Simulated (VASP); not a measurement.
# Ge (Cmcm) in VASP: a series of runs

The runs below take Ge through single point, with PBE.

Program: VASP 6.6.1. These are calculated values, not measurements. Logs are shortened: lines on timing, memory, paths and dates and some standing lists are left out, and cuts for length are marked.

### 1 Starting point

Symmetry: Cmcm, No. 63, orthorhombic system. The conventional cell has a = 2.976 Å, b = 5.189 Å, c = 4.728 Å, α = 90.00°, β = 90.00°, γ = 90.00°. Ge (site symmetry m2m) has 12 Ge at 2.92 to 2.99 Å as nearest neighbours.

This isn't the form of Ge at room conditions, which is diamond.

### 2 Single point, PBE

INCAR reads:

```
SYSTEM = Ge
PREC = Accurate
ENCUT = 350
EDIFF = 1E-6
ISMEAR = 0
SIGMA = 0.05
LREAL = .False.
LASPH = .True.
NELM = 100
ALGO = Normal
ISIF = 2
LWAVE = .False.
LCHARG = .False.
GGA = PE
ADDGRID = .False.
```

KPOINTS reads:

```
regular mesh
0
Gamma
  3 3 2
  0 0 0
```

POSCAR reads:

```
Ge
1.0
    1.4880529250     -2.5946896100      0.0000000000
    1.4880529250      2.5946896100      0.0000000000
    0.0000000000      0.0000000000      4.7275957900
Ge
2
Direct
    0.3334466300      0.6665533700      0.2500000000
    0.6665533700      0.3334466300      0.7500000000
```

Potentials or basis: VASP PAW PBE potentials, release 64 (Ge_d).

The run is started by

```bash
$ cat potpaw_PBE.64/Ge_d/POTCAR > POTCAR
$ mpirun -np 1 vasp_std > vasp.out
```

OUTCAR:

```text
SYSTEM = Ge
   PREC = Accurate
   ENCUT = 350
   EDIFF = 1E-6
   ISMEAR = 0
   LREAL = .False.
   LASPH = .True.
   NELM = 100
   ISIF = 2
   GGA = PE

 Found      8 irreducible k-points:

 Following reciprocal coordinates:
            Coordinates               Weight
  0.000000  0.000000  0.000000      1.000000
  0.333333  0.000000  0.000000      4.000000
  0.333333  0.333333  0.000000      2.000000
 -0.333333  0.333333  0.000000      2.000000
  0.000000  0.000000  0.500000      1.000000
  0.333333  0.000000  0.500000      4.000000
   k-points           NKPTS =      8   k-points in BZ     NKDIM =      8   number of bands    NBANDS=     18
   number of dos      NEDOS =    301   number of ions     NIONS =      2
   total plane-waves  NPLWV =   9720
   dimension x,y,z NGX =    18 NGY =   18 NGZ =   30
   dimension x,y,z NGXF=    36 NGYF=   36 NGZF=   60
   ions per type =               2
   NGX,Y,Z   is equivalent  to a cutoff of  10.00, 10.00, 10.55 a.u.
   NGXF,Y,Z  is equivalent  to a cutoff of  20.01, 20.01, 21.10 a.u.
 SYSTEM =  Ge
   PREC   = accura    normal or accurate (medium, high low for compatibility)
   ISTART =      0    job   : 0-new  1-cont  2-samecut
   ICHARG =      2    charge: 1-file 2-atom 10-const
   ISPIN  =      1    spin polarized calculation?
   LNONCOLLINEAR =      F non collinear calculations
   LSORBIT =      F    spin-orbit coupling
   LASPH  =      T    aspherical Exc in radial PAW
   ENCUT  =  350.0 eV  25.72 Ry    5.07 a.u.   4.56  4.56  7.21*2*pi/ulx,y,z
   NELM   =    100;   NELMIN=  2; NELMDL= -5     # of ELM steps
   EDIFF  = 0.1E-05   stopping-criterion for ELM
   LREAL  =      F    real-space projection
   EDIFFG = 0.1E-04   stopping-criterion for IOM
   NSW    =      0    number of steps for IOM
   IBRION =     -1    ionic relax: 0-MD 1-quasi-New 2-CG
   NFREE  =      0    steps in history (QN), initial steepest desc. (CG)
   ISIF   =      2    stress and relaxation
   ISYM   =      2    0-nonsym 1-usesym 2-fastsym
   POTIM  = 0.5000    time-step for ionic-motion
   TEBEG  =    0.0;   TEEND  =   0.0 temperature during run
   PSTRESS=    0.0 pullay stress
   NELECT =      28.0000    total number of electrons
   NUPDOWN=      -1.0000    fix difference up-down
   EMIN   =  10.00;   EMAX   =-10.00  energy-range for DOS
   EFERMI =   0.00;   METHOD = LEGACY
   ISMEAR =     0;   SIGMA  =   0.05  broadening in eV -4-tet -1-fermi 0-gaus
   EFERMI_NEDOS =   21; number of points for ismear=-14 and -15
   IALGO  =     38    algorithm
   IMIX   =      4    mixing-type and parameters
     AMIX     =   0.40;   BMIX     =  1.00
     AMIX_MAG =   1.60;   BMIX_MAG =  1.00
  volume/ion in A,a.u.               =      18.25       123.18
  Fermi-wavevector in a.u.,A,eV,Ry     =   1.498544  2.831837 30.553703  2.245634
  Thomas-Fermi vector in A             =   2.610289
   LORBIT       =      0    0 simple, 1 ext, 2 COOP (PROOUT), +10 PAW based schemes
   GGA     = PE    functional components
   LHFCALC =     F    Hartree Fock is set to
   AEXX    =    0.0000 exact exchange contribution
   IVDW    =     0    specifies the selected vdW correction
   LEPSILON=     F    determine dielectric tensor
   LRPA    =     F    only Hartree local field effects (RPA)
 non-spin polarized calculation
 Gauss-broadening in eV      SIGMA  =   0.05
  energy-cutoff  :      350.00
  volume of cell :       36.51
 maximum number of plane-waves:       548
 NGX is ok and might be reduce to    18
   NGX =  9   NGY =  9   NGZ = 15

 number of electron      27.9999870 magnetization

 Free energy of the ion-electron system (eV)
  ---------------------------------------------------
  ext. energy  EPLUGINS =         0.00000000
  ---------------------------------------------------
  free energy    TOTEN  =        -9.26802016 eV

  energy without entropy =       -9.26372661  energy(sigma->0) =       -9.26587338

 E-fermi :   7.0213     XC(G=0): -11.4804

 val. band max:        5.5245009278   @ k =   0.3333   0.0000   0.5000
 cond. band min:       7.0290003414   @ k =   0.3333   0.3333   0.0000
 fundamental gap:      1.5044994136
 Fermi energy:         7.0213294499

 k-point     1 :       0.0000    0.0000    0.0000
  band No.  band energies     occupation
      1     -17.6632      2.00000
      2     -17.6515      2.00000
      3     -17.6362      2.00000
      4     -17.6328      2.00000
      5     -17.6293      2.00000
      6     -17.6271      2.00000
[... 10 lines left out ...]
     17      15.8572      0.00000
     18      17.1526      0.00000

 k-point     2 :       0.3333    0.0000    0.0000
  band No.  band energies     occupation
      1     -17.6928      2.00000
      2     -17.6602      2.00000
      3     -17.6526      2.00000
      4     -17.6352      2.00000
      5     -17.6171      2.00000
      6     -17.5894      2.00000
[... 10 lines left out ...]
     17      11.6195      0.00000
     18      14.2237      0.00000

 k-point     3 :       0.3333    0.3333    0.0000
  band No.  band energies     occupation
      1     -17.6947      2.00000
      2     -17.6335      2.00000
      3     -17.6293      2.00000
      4     -17.6244      2.00000
      5     -17.6232      2.00000
      6     -17.6017      2.00000
[... 10 lines left out ...]
     17       8.0526      0.00000
     18       8.0600      0.00000

 k-point     4 :      -0.3333    0.3333    0.0000
  band No.  band energies     occupation
      1     -17.6903      2.00000
      2     -17.6632      2.00000
      3     -17.6478      2.00000
      4     -17.6367      2.00000
      5     -17.6175      2.00000
      6     -17.5932      2.00000
[... 10 lines left out ...]
     17      11.5387      0.00000
     18      14.3395      0.00000

 k-point     5 :       0.0000    0.0000    0.5000
  band No.  band energies     occupation
      1     -17.6557      2.00000
      2     -17.6557      2.00000
      3     -17.6464      2.00000
      4     -17.6464      2.00000
      5     -17.6429      2.00000
      6     -17.6429      2.00000
[... 10 lines left out ...]
     17      14.9127      0.00000
     18      14.9127      0.00000

 k-point     6 :       0.3333    0.0000    0.5000
  band No.  band energies     occupation
      1     -17.6766      2.00000
      2     -17.6766      2.00000
      3     -17.6440      2.00000
      4     -17.6440      2.00000
      5     -17.6068      2.00000
      6     -17.6068      2.00000
[... 10 lines left out ...]
     17      11.7613      0.00000
     18      11.7613      0.00000

 [... further k-points ...]

------------------------ aborting loop because EDIFF is reached ----------------------------------------

  FORCE on cell =-STRESS in cart. coord.  units (eV):
  Direction    XX          YY          ZZ          XY          YZ          ZX
  --------------------------------------------------------------------------------------
  -------------------------------------------------------------------------------------
  Total        1.9500103      2.1580989     -4.8323164      0.0000000      0.0000000      0.0000000
  in kB       85.5802119     94.7126100   -212.0761451      0.0000000      0.0000000      0.0000000
  external PRESSURE =     -10.5944411 kB  Pullay stress =       0.0000000 kB

 VOLUME and BASIS-vectors are now :
 -----------------------------------------------------------------------------
  energy-cutoff  :      350.00
  volume of cell :       36.51
      direct lattice vectors                 reciprocal lattice vectors
     1.488052925 -2.594689610  0.000000000     0.336009554 -0.192701277  0.000000000
     1.488052925  2.594689610  0.000000000     0.336009554  0.192701277  0.000000000
     0.000000000  0.000000000  4.727595790     0.000000000  0.000000000  0.211524006

 POSITION                                       TOTAL-FORCE (eV/Angst)
 -----------------------------------------------------------------------------------
      1.48805      0.86431      1.18190         0.000000      0.057242      0.000000
      1.48805     -0.86431      3.54570         0.000000     -0.057242      0.000000
 -----------------------------------------------------------------------------------
    total drift:                                0.000000     -0.000000      0.000000

  FREE ENERGIE OF THE ION-ELECTRON SYSTEM (eV)
  ---------------------------------------------------
  free  energy   TOTEN  =        -9.2680201557 eV

  energy  without entropy=       -9.2637266100  energy(sigma->0) =       -9.26587338
```

Wall time 2.7 s (1 thread of Intel Xeon 6975P-C (Granite Rapids), shared host); peak memory 0.12 GiB.

The run converged, but some of its settings lie outside the range that counts as converged, so its numbers aren't taken as properties of the crystal.

What came out:

```yaml
Free_energy: -9.2680 eV
Largest_force: 0.057 eV/Å
Band_gap_on_the_k_mesh: none (metal or under the smearing width)
```

Caveat: the k mesh is coarse (spacing up to 0.81 Å⁻¹), so the values aren't converged; the cutoff is under 1.25 times the usual one of these potentials, so pressure, stress and relaxed cells hold a basis-set (Pulay) error.

### 3 Single point, PBE

INCAR is that of step 2.

KPOINTS is that of step 2.

POSCAR reads:

```
Ge
1.0
    1.4880529250     -2.5946896100      0.0000000000
    1.4880529250      2.5946896100      0.0000000000
    0.0000000000      0.0000000000      4.7275957900
Ge
2
Direct
    0.3592940000      0.6730280000      0.2256240000
    0.6679590000      0.3129580000      0.7530700000
```

Potentials or basis: VASP PAW PBE potentials, release 64 (Ge_d).

The run is started by

```bash
$ cat potpaw_PBE.64/Ge_d/POTCAR > POTCAR
$ mpirun -np 1 vasp_std > vasp.out
```

Run time: 2.8 s. Hardware: 1 thread of Intel Xeon 6975P-C (Granite Rapids), shared host; peak memory 0.12 GiB.

The run converged, but some of its settings lie outside the range that counts as converged, so its numbers aren't taken as properties of the crystal.

Results:

| Quantity | Value |
| --- | --- |
| Free energy | -9.2314 eV |
| Largest force | 0.623 eV/Å |
| Band gap on the k mesh | none (metal or under the smearing width) |

Caveat: the k mesh is coarse (spacing up to 0.81 Å⁻¹), so the values aren't converged; the cutoff is under 1.25 times the usual one of these potentials, so pressure, stress and relaxed cells hold a basis-set (Pulay) error.

### 4 Single point, PBE

Edit INCAR of step 3 so:

```diff
@@ -2,3 +2,3 @@
 PREC = Accurate
-ENCUT = 350
+ENCUT = 450
 EDIFF = 1E-6
```

KPOINTS is that of step 3.

POSCAR reads:

```
Ge
1.0
    1.4880529250     -2.5946896100      0.0000000000
    1.4880529250      2.5946896100      0.0000000000
    0.0000000000      0.0000000000      4.7275957900
Ge
2
Direct
    0.3334466300      0.6665533700      0.2500000000
    0.6665533700      0.3334466300      0.7500000000
```

The run is started by

```bash
$ cat potpaw_PBE.64/Ge_d/POTCAR > POTCAR
$ mpirun -np 1 vasp_std > vasp.out
```

It took 3.2 s on 1 thread of Intel Xeon 6975P-C (Granite Rapids), shared host; peak memory 0.14 GiB.

These settings aren't checked as converged: the numbers below hold their error.

Results:

- Free energy: -9.2660 eV
- Pressure: -1.4 GPa
- Largest force: 0.057 eV/Å
- Band gap on the k mesh: none (metal or under the smearing width)

Caveat: the k mesh is coarse (spacing up to 0.81 Å⁻¹), so the values aren't converged.

### 5 Single point, PBE

INCAR is that of step 4.

KPOINTS is that of step 4.

POSCAR reads:

```
Ge
1.0
    1.4880529250     -2.5946896100      0.0000000000
    1.4880529250      2.5946896100      0.0000000000
    0.0000000000      0.0000000000      4.7275957900
Ge
2
Direct
    0.3592940000      0.6730280000      0.2256240000
    0.6679590000      0.3129580000      0.7530700000
```

The run is started by

```bash
$ cat potpaw_PBE.64/Ge_d/POTCAR > POTCAR
$ mpirun -np 1 vasp_std > vasp.out
```

Wall time 3.3 s (1 thread of Intel Xeon 6975P-C (Granite Rapids), shared host); peak memory 0.14 GiB.

These settings aren't checked as converged: the numbers below hold their error.

Results:

```yaml
Free_energy: -9.2292 eV
Pressure: -0.7 GPa
Largest_force: 0.624 eV/Å
Band_gap_on_the_k_mesh: none (metal or under the smearing width)
```

Caveat: the k mesh is coarse (spacing up to 0.81 Å⁻¹), so the values aren't converged.

### 6 Single point, PBE

Edit INCAR of step 5 so:

```diff
@@ -2,3 +2,3 @@
 PREC = Accurate
-ENCUT = 450
+ENCUT = 550
 EDIFF = 1E-6
```

KPOINTS is that of step 5.

POSCAR reads:

```
Ge
1.0
    1.4880529250     -2.5946896100      0.0000000000
    1.4880529250      2.5946896100      0.0000000000
    0.0000000000      0.0000000000      4.7275957900
Ge
2
Direct
    0.3334466300      0.6665533700      0.2500000000
    0.6665533700      0.3334466300      0.7500000000
```

Potentials or basis: VASP PAW PBE potentials, release 64 (Ge_d).

The run is started by

```bash
$ cat potpaw_PBE.64/Ge_d/POTCAR > POTCAR
$ mpirun -np 1 vasp_std > vasp.out
```

Wall time 3.3 s (1 thread of Intel Xeon 6975P-C (Granite Rapids), shared host); peak memory 0.14 GiB.

The run converged, but some of its settings lie outside the range that counts as converged, so its numbers aren't taken as properties of the crystal.

What came out:

```yaml
Free_energy: -9.2671 eV
Pressure: -1.0 GPa
Largest_force: 0.057 eV/Å
Band_gap_on_the_k_mesh: none (metal or under the smearing width)
```

Caveat: the k mesh is coarse (spacing up to 0.81 Å⁻¹), so the values aren't converged.
